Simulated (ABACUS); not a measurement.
# TiO2 (Pnma) in ABACUS: relaxation of cell and atoms with RPBE

Aim: the relaxation of cell and atoms of TiO2 with RPBE.

Everything below comes from runs of ABACUS 3.10.1. Logs are shortened: lines on timing, memory, paths and dates and some standing lists are left out, and cuts for length are marked.

## Step 1: Starting point

It takes space group Pnma (No. 62, orthorhombic). Conventional cell: a = 9.459 Å, b = 2.958 Å, c = 4.902 Å, α = 90.00°, β = 90.00°, γ = 90.00°. Around Ti (site symmetry m) lie 6 O at 1.91 to 2.05 Å. O (site symmetry m) has 3 Ti at 1.94 to 2.05 Å as nearest neighbours. O (site symmetry m) is surrounded by 3 Ti at 1.91 to 2.00 Å.

Measurements of this composition are mostly on another form, of space group No. 141.

## Step 2: Relaxation of cell and atoms, RPBE

Contents of run_abacus.py:

```python
"""ABACUS run from a structure file: ASE reads it, the script writes STRU, KPT and INPUT."""
import re
import subprocess
from ase.io import read
from ase.units import Bohr

atoms = read("TiO2.xyz")
atoms = atoms[(-atoms.numbers).argsort(kind="stable")]  # ABACUS lists atoms element by element
pseudo = {'Ti': 'Ti.upf', 'O': 'O.upf'}
orbital = {'Ti': 'Ti_confined-atom_7au_3s2p2d1f.orb', 'O': 'O_confined-atom_6au_2s2p1d.orb'}
magmoms = None
kmesh = [2, 6, 4]
params = {
    'suffix': 'TiO2',
    'calculation': 'cell-relax',
    'basis_type': 'lcao',
    'pseudo_dir': './',
    'orbital_dir': './',
    'symmetry': 1,
    'dft_functional': 'GGA_X_RPBE+GGA_C_PBE',
    'ecutwfc': 100,
    'pseudo_rcut': 7,
    'nspin': 1,
    'nbands': 58,
    'ks_solver': 'genelpa',
    'smearing_method': 'fd',
    'smearing_sigma': 0.00367493,
    'scf_thr': 1e-07,
    'scf_nmax': 100,
    'mixing_type': 'broyden',
    'mixing_beta': 0.7,
    'cal_force': 1,
    'cal_stress': 1,
    'out_mul': 1,
    'relax_nmax': 60,
    'force_thr_ev': 0.005,
    'relax_method': 'cg',
    'out_stru': 1,
    'stress_thr': 0.5,
    'fixed_axes': 'c',
}

symbols = atoms.get_chemical_symbols()
elements = list(dict.fromkeys(symbols))
lines = ["ATOMIC_SPECIES"] + [f"{e} {atoms.get_masses()[symbols.index(e)]:.4f} {pseudo[e]}" for e in elements]
if orbital:
    lines += ["", "NUMERICAL_ORBITAL"] + [orbital[e] for e in elements]
lines += ["", "LATTICE_CONSTANT", f"{1 / Bohr:.10f}", "", "LATTICE_VECTORS"]
lines += [" ".join(f"{x:.10f}" for x in v) for v in atoms.cell]
lines += ["", "ATOMIC_POSITIONS", "Direct"]
for e in elements:
    lines += ["", e, "0.0", str(symbols.count(e))]
    for i, p in enumerate(atoms.get_scaled_positions(wrap=False)):
        if symbols[i] == e:
            mag = "" if magmoms is None else " mag " + " ".join(str(x) for x in (magmoms[i] if isinstance(magmoms[i], list) else [magmoms[i]]))
            lines.append(" ".join(f"{x:.10f}" for x in p) + " 1 1 1" + mag)
open("STRU", "w").write("\n".join(lines) + "\n")
open("KPT", "w").write("K_POINTS\n0\nGamma\n%d %d %d 0 0 0\n" % tuple(kmesh))
open("INPUT", "w").write("INPUT_PARAMETERS\n" + "".join(f"{k:<20s}{v}\n" for k, v in params.items()))

done = subprocess.run(['mpirun', '-np', '4', 'abacus'])
if done.returncode:
    raise SystemExit(done.returncode)
log = open("OUT.TiO2/running_cell-relax.log").read()
print("final energy (eV):", re.findall(r"FINAL_ETOT_IS (\S+)", log))
```

Contents of TiO2.xyz:

```xyz
12
Lattice="9.4590000000 0.0000000000 0.0000000000 0.0000000000 2.9585000000 0.0000000000 0.0000000000 0.0000000000 4.9022000000" Properties=species:S:1:pos:R:3 pbc="T T T"
Ti     6.0244371000      0.7396250000      2.7679291860
Ti     3.4345629000      2.2188750000      2.1342708140
Ti     8.1640629000      2.2188750000      0.3168291860
Ti     1.2949371000      0.7396250000      4.5853708140
O      4.4684316000      0.7396250000      1.4294815200
O      4.9905684000      2.2188750000      3.4727184800
O      0.2610684000      2.2188750000      3.8805815200
O      9.1979316000      0.7396250000      1.0216184800
O      7.2484317000      0.7396250000      4.2330497000
O      2.2105683000      2.2188750000      0.6691503000
O      6.9400683000      2.2188750000      1.7819497000
O      2.5189317000      0.7396250000      3.1202503000
```

Potentials or basis: PseudoDojo NC SR 0.4.1 PBE standard, DZP LCAO (the cutoffs set its grid).

On the command line:

```console
$ OMP_NUM_THREADS=1 python run_abacus.py > log
```

running log:

```text
ABACUS v3.10.1

               Atomic-orbital Based Ab-initio Computation at UStc

 ------------------------------------------------------------------------------------

 READING GENERAL INFORMATION
                           global_out_dir = OUT.TiO2/
                           global_in_card = INPUT
                               pseudo_dir = ./
                              orbital_dir = ./
                                    DSIZE = 4
                                    GSIZE = 1

 READING UNITCELL INFORMATION
                                    ntype = 2
                  lattice constant (Bohr) = 1.88973
              lattice constant (Angstrom) = 1

 READING ATOM TYPE 1
                               atom label = Ti
                      L=0, number of zeta = 3
                      L=1, number of zeta = 2
                      L=2, number of zeta = 2
                      L=3, number of zeta = 1
             number of atom for this type = 4

 READING ATOM TYPE 2
                               atom label = O
                      L=0, number of zeta = 2
                      L=1, number of zeta = 2
                      L=2, number of zeta = 1
             number of atom for this type = 8

                        TOTAL ATOM NUMBER = 12
DIRECT COORDINATES
    atom                   x                   y                   z     mag                  vx                  vy                  vz
taud_Ti1            0.6369000000        0.2500000000        0.5646300000  0.0000        0.0000000000        0.0000000000        0.0000000000
taud_Ti2            0.3631000000        0.7500000000        0.4353700000  0.0000        0.0000000000        0.0000000000        0.0000000000
taud_Ti3            0.8631000000        0.7500000000        0.0646300000  0.0000        0.0000000000        0.0000000000        0.0000000000
taud_Ti4            0.1369000000        0.2500000000        0.9353700000  0.0000        0.0000000000        0.0000000000        0.0000000000
taud_O1            0.4724000000        0.2500000000        0.2916000000  0.0000        0.0000000000        0.0000000000        0.0000000000
taud_O2            0.5276000000        0.7500000000        0.7084000000  0.0000        0.0000000000        0.0000000000        0.0000000000
taud_O3            0.0276000000        0.7500000000        0.7916000000  0.0000        0.0000000000        0.0000000000        0.0000000000
taud_O4            0.9724000000        0.2500000000        0.2084000000  0.0000        0.0000000000        0.0000000000        0.0000000000
taud_O5            0.7663000000        0.2500000000        0.8635000000  0.0000        0.0000000000        0.0000000000        0.0000000000
taud_O6            0.2337000000        0.7500000000        0.1365000000  0.0000        0.0000000000        0.0000000000        0.0000000000
taud_O7            0.7337000000        0.7500000000        0.3635000000  0.0000        0.0000000000        0.0000000000        0.0000000000
taud_O8            0.2663000000        0.2500000000        0.6365000000  0.0000        0.0000000000        0.0000000000        0.0000000000
[... 4 lines left out ...]
 Lattice vectors: (Cartesian coordinate: in unit of a_0)
               +9.459                  +0                  +0
                   +0             +2.9585                  +0
                   +0                  +0             +4.9022
 Reciprocal vectors: (Cartesian coordinate: in unit of 2 pi/a_0)
            +0.105719                  -0                  +0
                   -0           +0.338009                  -0
                   +0                  -0            +0.20399
 The esolver type has been set to : ksdft_lcao

                PAO radial cut off (Bohr) = 7

 Read in pseudopotential file is Ti.upf
[... 173 lines left out ...]

                               nkstot now = 24
[... K-POINTS DIRECT COORDINATES: 24 rows ...]

           k-point number in this process = 24
       minimum distributed K point number = 24
[... stars of the k points ...]

[... K-POINTS CARTESIAN COORDINATES: 24 rows ...]

[... K-POINTS DIRECT COORDINATES: 24 rows ...]

 SETUP PLANE WAVES FOR WAVE FUNCTIONS
     energy cutoff for wavefunc (unit:Ry) = 100
              fft grid for wave functions = [ 120, 36, 60 ]
                    number of plane waves = 19093
                         number of sticks = 907

 PARALLEL PW FOR WAVE FUNCTIONS
     PROC   COLUMNS(POT)             PW
        1            227           4775
        2            226           4772
        3            227           4773
        4            227           4773
 --------------- sum -------------------
        4            907          19093

 SET NONLOCAL PSEUDOPOTENTIAL PROJECTORS
 SET NONLOCAL PSEUDOPOTENTIAL PROJECTORS
 max number of nonlocal projetors among all species is 6

 -------------------------------------------
 STEP OF RELAXATION : 1
 -------------------------------------------

 SETUP SEARCHING RADIUS FOR PROGRAM TO SEARCH ADJACENT ATOMS
                  longest orb rcut (Bohr) = 7
   longest nonlocal projector rcut (Bohr) = 1.7
                     search radius (Bohr) = 17.4
              searching radius is (Bohr)) = 17.4
         searching radius unit is (Bohr)) = 1.89
                         PeriodicBoundary = 1
                        Radius(unit:lat0) = 9.21
                                   glayer = [ 2, 5, 3 ]
                             glayer_minus = [ 1, 4, 2 ]

Find the coordinate range of the input atom(unit:lat0).
                                  min_tau = [ -9.2, -11.1, -9.49 ]
                                  max_tau = [ 18.7, 14.1, 14.4 ]
                                BoxNumber = [ 3, 9, 5 ]

 SETUP EXTENDED REAL SPACE GRID FOR GRID INTEGRATION
                          real space grid = [ 120, 36, 60 ]
                 big cell numbers in grid = [ 24, 9, 20 ]
             meshcell numbers in big cell = [ 5, 4, 3 ]
                        extended fft grid = [ 10, 12, 16 ]
                dimension of extened grid = [ 45, 34, 53 ]
                            UnitCellTotal = 45
              Atom number in sub-FFT-grid = 12
    Local orbitals number in sub-FFT-grid = 208
                                ParaV.nnr = 126412
                                 init_chg = atomic

 LCAO ALGORITHM --------------- ION=   1  ELEC=   1--------------------------------

 Density error is 0.172992406006
----------------------------------------------------------
     Energy           Rydberg                 eV
----------------------------------------------------------
 E_KohnSham     -738.2474950188      -10044.3724664818
 E_Harris       -742.8337811782      -10106.7720909082
 E_Fermi        0.4114943396         5.5986677130
----------------------------------------------------------
[... 1402 lines left out ...]
 Lattice vectors: (Cartesian coordinate: in unit of a_0)
            +9.725259           +0.000000           +0.000000
            +0.000000           +3.006058           -0.000000
            +0.000000           +0.000000           +4.902200
 Reciprocal vectors: (Cartesian coordinate: in unit of 2 pi/a_0)
            +0.102825           -0.000000           +0.000000
            -0.000000           +0.332662           -0.000000
            -0.000000           +0.000000           +0.203990

 -------------------------------------------
[... 5 further ionic steps ...]
 STEP OF RELAXATION : 18
 -------------------------------------------

[... set-up of the moved cell ...]

 LCAO ALGORITHM --------------- ION=  18  ELEC=   1--------------------------------
[... 1510 lines left out ...]
 Largest gradient in stress is 0.165906 kbar.
 Threshold is 0.500000 kbar.

 Relaxation is converged!

 --------------------------------------------
 !FINAL_ETOT_IS -10083.9817714734654146 eV
 --------------------------------------------
```

Wall time 8.3 min (4 MPI ranks of Intel Xeon Platinum 8375C at 2.90GHz (Ice Lake), shared host); peak memory 2.7 GiB.

Results:

```yaml
Free_energy: -10083.9818 eV
Relaxed_volume: 11.92 Å³/atom
Relaxed_cell: a = 9.718 Å, b = 3.004 Å, c = 4.902 Å, α = 90.00°, β = 90.00°, γ = 90.00°
Space_group_after_relaxing_to_0.05_Å: Pnma (No. 62)
Energy_gained_by_relaxing: 12.0 meV/atom
Ionic_steps: 28
Pressure_after_relaxing: 0.7 GPa
Largest_force_after_relaxing: 0.005 eV/Å
Mulliken_charges: Ti +1.16; O -0.57, -0.59 e
```

Forces on the atoms (eV/Å):
```
Ti   0.000  0.000 -0.005
Ti   0.000  0.000  0.005
Ti   0.000  0.000 -0.005
Ti   0.000  0.000  0.005
O   -0.004  0.000  0.001
O    0.004  0.000 -0.001
O    0.004  0.000  0.001
O   -0.004  0.000 -0.001
O    0.003  0.000 -0.003
O   -0.003  0.000  0.003
O   -0.003  0.000 -0.003
O    0.003  0.000  0.003
```

Stress tensor (GPa, compression positive):
```
0.00 0.00 0.00
0.00 0.02 0.00
0.00 0.00 1.95
```

The path:
| step | energy change (eV) | largest force (eV/Å) | pressure (GPa) | volume (Å³) |
| --- | --- | --- | --- | --- |
| 1 | 0.0000 | 0.3025 | 5.95 | 137.19 |
| 2 | -0.0572 | 0.4660 | -2.81 | 143.35 |
| 3 | -0.0824 | 0.3477 | 0.15 | 141.11 |
| 4 | -0.1017 | 0.3053 | 0.78 | 141.49 |
| 5 | -0.1020 | 0.3442 | 0.86 | 141.54 |
| 6 | -0.1114 | 0.2612 | 0.86 | 141.82 |
| 7 | -0.1251 | 0.1818 | 0.96 | 142.66 |
| 8 | -0.1252 | 0.1974 | 0.98 | 142.77 |
| 9 | -0.1319 | 0.1382 | 0.89 | 142.92 |
| 10 | -0.1377 | 0.1215 | 0.81 | 143.24 |
| 11 | -0.1402 | 0.0806 | 0.75 | 143.25 |
| 12 | -0.1411 | 0.1148 | 0.68 | 143.27 |
| 13 | -0.1429 | 0.0348 | 0.44 | 143.31 |
| 14 | -0.1430 | 0.0347 | 0.36 | 143.33 |
| 15 | -0.1433 | 0.0304 | 0.47 | 143.25 |
| 16 | -0.1435 | 0.0195 | 0.75 | 143.06 |
| 17 | -0.1436 | 0.0157 | 0.72 | 143.07 |
| 18 | -0.1437 | 0.0075 | 0.66 | 143.11 |
| 19 | -0.1438 | 0.0067 | 0.65 | 143.11 |
| 20 | -0.1438 | 0.0070 | 0.63 | 143.12 |
| 21 | -0.1438 | 0.0066 | 0.64 | 143.11 |
| 22 | -0.1438 | 0.0079 | 0.69 | 143.08 |
| 23 | -0.1438 | 0.0070 | 0.69 | 143.08 |
| 24 | -0.1439 | 0.0078 | 0.68 | 143.07 |
| 25 | -0.1439 | 0.0073 | 0.68 | 143.08 |
| 26 | -0.1439 | 0.0058 | 0.66 | 143.09 |
| 27 | -0.1439 | 0.0056 | 0.66 | 143.09 |
| 28 | -0.1439 | 0.0049 | 0.66 | 143.09 |

Final structure:
```
Ti O
1.0
     9.71815    0.00000    0.00000
     0.00000    3.00360    0.00000
     0.00000    0.00000    4.90220
Ti O
4 8
Direct
  0.63699 0.25000 0.57887
  0.36301 0.75000 0.42113
  0.86301 0.75000 0.07887
  0.13699 0.25000 0.92113
  0.46680 0.25000 0.29364
  0.53320 0.75000 0.70636
  0.03320 0.75000 0.79364
  0.96680 0.25000 0.20636
  0.76960 0.25000 0.85730
  0.23040 0.75000 0.14270
  0.73040 0.75000 0.35730
  0.26960 0.25000 0.64270
```

Caveat: the atomic orbitals were generated for these runs and aren't a published set; Mulliken charges move with the basis; one lattice vector was held during the relaxation; the potentials were made for another functional, which shifts forces and pressure; the basis of atomic orbitals isn't converged, which shifts pressures, moduli and gaps.
